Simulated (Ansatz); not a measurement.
SiO2 on the sites of the anatase structure (relaxed group I4_1/amd) was relaxed with 3 functionals in Ansatz, cell and atoms free, the symmetry of the start kept (meshes: PBE 10×10×10, r2SCAN 10×10×10, PBEsol 10×10×10). The cell comes from a prototype generator: it can be a known phase or a hypothetical one. Spin polarisation is off.

The PBE result:
```cif
data_structure
_symmetry_space_group_name_H-M 'P 1'
_symmetry_Int_Tables_number 1
_cell_length_a 4.9360
_cell_length_b 4.9360
_cell_length_c 4.9360
_cell_angle_alpha 138.132
_cell_angle_beta 138.132
_cell_angle_gamma 60.700
_cell_volume 52.99
loop_
_atom_site_label
_atom_site_type_symbol
_atom_site_fract_x
_atom_site_fract_y
_atom_site_fract_z
_atom_site_occupancy
Si1 Si 0.00000 0.00000 0.00000 1
Si2 Si 0.75000 0.25000 0.50000 1
O1 O 0.95784 0.45784 0.50000 1
O2 O 0.20784 0.20784 0.00000 1
O3 O 0.54216 0.04216 0.50000 1
O4 O 0.79216 0.79216 0.00000 1
```

The symmetry is I4_1/amd (No. 141, tetragonal); a = 3.527 Å, c = 8.519 Å in the conventional setting, 8.83 Å³ an atom. Around Si lie 6 O at 1.77–1.80 Å; around O lie 3 Si at 1.77–1.80 Å.

Task: Order the functionals by the relaxed volume, smallest first.
A. PBEsol
B. r2SCAN
C. PBE

Result: B (8.53 Å³/atom), A (8.63 Å³/atom), C (8.83 Å³/atom).

Task: How does the cell change with r2SCAN?

Result: a = 3.490 Å, c = 8.405 Å; the volume differs by -3.4 % from PBE's. Si has 6 O at 1.76–1.78 Å; O has 3 Si at 1.76–1.78 Å.

Task: How does the cell change with PBEsol?

Result: a = 3.501 Å, c = 8.449 Å; the volume differs by -2.3 % from PBE's. Si has 6 O at 1.76–1.79 Å; O has 3 Si at 1.76–1.79 Å.

Task: Held at the r2SCAN cell, what mean stress does PBE find, and does its sign point to its own minimum?

Result: Yes. PBE +8.85 GPa, and its relaxed volume is +3.5 % from r2SCAN's. Compression counts positive, so a positive stress asks for a larger cell.
